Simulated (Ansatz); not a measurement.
# La2O3: the cost of one run

Method: DFT PBE, scalar-relativistic, in Ansatz 0.2.0.

### Step 1. The structure to begin with

Symmetry: P321, No. 150, trigonal system. Conventional cell: a = 3.930 Å, b = 3.930 Å, c = 6.120 Å, α = 90.00°, β = 90.00°, γ = 120.00°. La (site symmetry 3) has 3 O at 2.14 Å as nearest neighbours. Around O (site symmetry 2) lie 2 O at 1.70 Å and 2 La at 2.14 Å.

As a file:

```
CELL_PARAMETERS angstrom
3.93000 0.00000 0.00000
-1.96500 3.40348 0.00000
0.00000 0.00000 6.12000
ATOMIC_POSITIONS crystal
La 0.33333 0.66667 0.25000
La 0.66667 0.33333 0.75000
O 0.25000 0.25000 0.00000
O 0.75000 0.00000 0.00000
O 0.00000 0.75000 0.00000
```

Atoms are numbered in the order of the input: La1, La2, O3, O4, O5.

### Step 2. Volume × 0.96, LAPW

input.yaml reads:

```yaml
crystal:
  lattice:
    - [3.8768854505, 0.0, 0.0]
    - [-1.9384427252, 3.3574812877, 0.0]
    - [0.0, 0.0, 6.037287158]
  atoms:
    - { symbol: La, position: [0.3333333333, 0.6666666667, 0.25] }
    - { symbol: La, position: [0.6666666667, 0.3333333333, 0.75] }
    - { symbol: O, position: [0.25, 0.25, 0.0] }
    - { symbol: O, position: [0.75, 0.0, 0.0] }
    - { symbol: O, position: [0.0, 0.75, 0.0] }
kpoints:
  mp_grid: { grid: [6, 6, 4] }
  band_path:
    path:
      - [0.0, 0.0, 0.0]
      - [0.5, 0.0, 0.0]
      - [0.3333333333, 0.3333333333, 0.0]
      - [0.0, 0.0, 0.0]
      - [0.0, 0.0, 0.5]
      - [0.5, 0.0, 0.5]
      - [0.3333333333, 0.3333333333, 0.5]
      - [0.0, 0.0, 0.5]
      - [0.5, 0.0, 0.5]
    npoints: 5
scf:
  occupations: { method: fermi_dirac, width: 0.02 }
hamiltonian:
  xc: pbe
  pseudopotentials: { kind: all_electron, lapw: { basis_error: 0.001 } }
output:
  forces: true
  stress: true
  eigenvalues: true
```

Started as:

```console
$ ansatz run input.yaml --threads 2 --pin off --max-ram 6144MiB --backend cpu --events-out ev --progress --plain --runs-dir out
```

Q: Estimate wall time and peak memory on 2 threads of Intel Xeon Platinum 8488C (Sapphire Rapids), shared host.

About 47 s, with a peak of 0.6 GiB.
